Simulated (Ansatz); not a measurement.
# Te: the cost of one run

Computed with Ansatz 0.2.0 (DFT PBE, scalar-relativistic, plane waves, PAW, unless a step's input says otherwise).

**1. The system as given**

It takes space group P4/mcc (No. 124, tetragonal). Conventional cell: a = 6.411 Å, b = 6.411 Å, c = 5.785 Å, α = 90.00°, β = 90.00°, γ = 90.00°. Te (site symmetry m) is surrounded by 6 Te at 2.70 to 3.07 Å. Te (site symmetry 4/m) has 6 Te at 2.89 to 2.97 Å as nearest neighbours.

Structure file:

```
CELL_PARAMETERS angstrom
6.41124 0.00000 0.00000
0.00000 6.41124 0.00000
0.00000 0.00000 5.78515
ATOMIC_POSITIONS crystal
Te 0.30481 0.07992 0.00000
Te 0.69519 0.92008 0.00000
Te 0.92008 0.30481 0.00000
Te 0.07992 0.69519 0.00000
Te 0.30481 0.92008 0.50000
Te 0.69519 0.07992 0.50000
Te 0.92008 0.69519 0.50000
Te 0.07992 0.30481 0.50000
Te 0.50000 0.50000 0.50000
Te 0.50000 0.50000 0.00000
```

Recipe of the guess: 6-connected net of one element (P4/mcc, No. 124). The dimensions are guesses.

**2. Probe: one point on a coarse mesh**

input.yaml

```yaml
crystal:
  lattice:
    - [6.41124216, 0.0, 0.0]
    - [0.0, 6.41124216, 0.0]
    - [0.0, 0.0, 5.78514519]
  atoms:
    - { symbol: Te, position: [0.30481247, 0.07992484, 0.0] }
    - { symbol: Te, position: [0.69518753, 0.92007516, 0.0] }
    - { symbol: Te, position: [0.92007516, 0.30481247, 0.0] }
    - { symbol: Te, position: [0.07992484, 0.69518753, 0.0] }
    - { symbol: Te, position: [0.30481247, 0.92007516, 0.5] }
    - { symbol: Te, position: [0.69518753, 0.07992484, 0.5] }
    - { symbol: Te, position: [0.92007516, 0.69518753, 0.5] }
    - { symbol: Te, position: [0.07992484, 0.30481247, 0.5] }
    - { symbol: Te, position: [0.5, 0.5, 0.5] }
    - { symbol: Te, position: [0.5, 0.5, 0.0] }
basis:
  ecutwfc: 420
kpoints:
  mp_grid: { grid: [4, 4, 4] }
hamiltonian:
  xc: pbe
scf:
  occupations: { method: gaussian, width: 0.1 }
  lower_state_search: "off"
output:
  forces: true
  stress: true
  eigenvalues: true
```

The run is started by

```bash
$ ansatz run input.yaml --threads 1 --pin off --max-ram 2560MiB --backend cpu --events-out ev --progress --plain --runs-dir out
```

What time and memory should one allow on 1 thread of Arm Neoverse V1, shared host?

About 22 s, with a peak of 0.6 GiB.
